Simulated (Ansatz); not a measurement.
Relaxed bulk HgTe:

```cif
data_structure
_symmetry_space_group_name_H-M 'F-43m'
_symmetry_Int_Tables_number 216
_cell_length_a 6.6496
_cell_length_b 6.6496
_cell_length_c 6.6496
_cell_angle_alpha 90.000
_cell_angle_beta 90.000
_cell_angle_gamma 90.000
_cell_volume 294.03
loop_
_atom_site_label
_atom_site_type_symbol
_atom_site_symmetry_multiplicity
_atom_site_Wyckoff_symbol
_atom_site_fract_x
_atom_site_fract_y
_atom_site_fract_z
_atom_site_occupancy
Hg1 Hg 4 a 0.00000 0.00000 0.00000 1
Te1 Te 4 c 0.25000 0.25000 0.25000 1
```

Miller indices refer to the conventional cell of F-43m (No. 216), a = 6.650 Å, b = 6.650 Å, c = 6.650 Å, α = 90.00°, β = 90.00°, γ = 90.00°.

Consider the (100) slab of 7 planes, 10.0 Å thick with 15 Å of vacuum as cut; outer planes Hg (top) and Hg (bottom), all atoms relaxed.

The calculation used DFT PBE, scalar-relativistic, plane waves, PAW in Ansatz. Cutoff 420 eV; k points 8×8×1 on the computed 7-atom cell (Γ-centred); Gaussian smearing, width 0.10 eV; no spin polarisation. A dipole correction removes the field between periodic images along c.

The slab isn't stoichiometric (Hg4Te3), so its surface energy depends on the chemical potentials; it is given with the excess atoms taken from the element's standard state, a limit at which the compound may itself be unstable, so the figure can be too low. The work function read from the bulk's Fermi level differs by 0.17 eV, so the slab's middle doesn't match the bulk reference (too thin, or relaxed to another structure or magnetic state).

Q: Estimate the surface energy with the excess atoms taken from the elements.

A: 0.67 J/m².

Q: Give the work function.

A: 4.44 eV.

Q: The top two planes lie 1.662 Å apart in the bulk. How does relaxation change this?

A: The spacing becomes 1.753 Å (+5.5 %).

Spin-orbit coupling is left out, which matters for the bands of heavy elements.